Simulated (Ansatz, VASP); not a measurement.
# CdTe: VASP beside Ansatz

```
CELL_PARAMETERS angstrom
0.00000 3.35596 3.35596
3.35596 0.00000 3.35596
3.35596 3.35596 0.00000
ATOMIC_POSITIONS crystal
Cd 0.00000 0.00000 0.00000
Te 0.75000 0.75000 0.75000
```

Alike in both runs: task single point; functional r2SCAN; k mesh 8 × 8 × 8; occupations gaussian, width 0.02 eV; no spin polarisation.

|  | VASP | Ansatz |
| --- | --- | --- |
| version | VASP 6.6.1 | Ansatz 0.2.0 |
| potentials or method | VASP PAW PBE potentials, release 64 (Cd, Te) | scalar-relativistic, plane waves, PAW |
| plane-wave cutoff (eV) | 520 | 500 |
| valence electrons in the cell | 18 | 36 |

```tsv
	VASP	Ansatz	Ansatz less VASP
gap on the k mesh at the Fermi level (eV)	0.94	0.94	+0.009
least direct gap on the mesh (eV)	0.94	0.94	+0.009
pressure (GPa)	-2.3	-2.4	-0.08
```

The two sets of potentials don't hold the same shells in valence.

Caveats: the PAW data sets were made with another functional, which shifts forces and pressure a little (VASP); spin-orbit coupling is left out, which moves the levels of the heavy elements.
